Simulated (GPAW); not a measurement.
InAs:

```
In As
1.0
     0.00000    2.87730    2.87730
     2.87730    0.00000    2.87730
     2.87730    2.87730    0.00000
In As
1 1
Direct
  0.50000 0.50000 0.50000
  0.00000 0.00000 0.00000
```

Measurements of this composition are mostly on another form, of space group No. 216.

Base run:

```yaml
Program: GPAW 26.7.0
Functional: PBE
Potentials_or_basis: GPAW PAW data sets (gpaw-data 1.2.1)
Cutoff: 600 eV
Basis: pw
k_mesh: 8 × 8 × 8
Occupations: fermi-dirac, width 0.05 eV
Spin: no spin polarisation
```

Its results: band gap on the k mesh none (metal or under the smearing width); pressure -0.3 GPa.

The run is repeated on the same cell with these changes: functional from PBE to r2SCAN. What comes out?

Band gap on the k mesh none (metal or under the smearing width); pressure -2.5 GPa.

Caveats: the PAW data sets were made with another functional, which shifts forces and pressure a little (some runs).
